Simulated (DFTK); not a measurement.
# N under changes of volume

One of the cells (6.723 Å³/atom); the others are scaled copies at fixed shape and fractional positions:

```
N
1.0
     2.51947    0.00000    0.00000
    -1.25974    2.18193    0.00000
     0.00000    0.00000    2.44600
N
2
Direct
  0.33333 0.66667 0.75000
  0.66667 0.33333 0.25000
```

The real solid is made of molecules; this cell is a model form.

| Property | Result |
| --- | --- |
| Program | DFTK 0.8.2 |
| Functional | PBE |
| Potentials or basis | dojo.nc.sr.pbe.v0_4_1.standard.upf (PBE) |
| Cutoff | 1143 eV |
| k mesh | 12 × 12 × 11 |
| Occupations | fermi-dirac, width 0.05 eV |
| Spin | no spin polarisation |

```tsv
volume (Å³/atom)	energy over the lowest point (meV/atom)	pressure (GPa)
6.320	60.49	27.0
6.454	?	?
6.589	24.73	16.2
6.723	13.20	11.4
6.858	5.41	7.0
6.992	1.09	3.0
7.127	0.00	-0.8
```

**Question.** What does the run at 6.454 Å³/atom give?

**Answer.** Energy over the lowest point 40.38 meV/atom; pressure 21.3 GPa.

Worked out: A Birch-Murnaghan fit of order 3 (a polynomial in V^(-2/3)) to the other rows has its minimum at 7.11 Å³/atom with B0 = V·E''(V) = 188 GPa and B' = 3.3 at fixed shape and positions, which overstates the stiffness. It gives 40.45 meV/atom at 6.454 Å³/atom, against the run's 40.38, and -dE/dV = 21.2 GPa, against 21.3.

Energies are extrapolated to zero smearing.
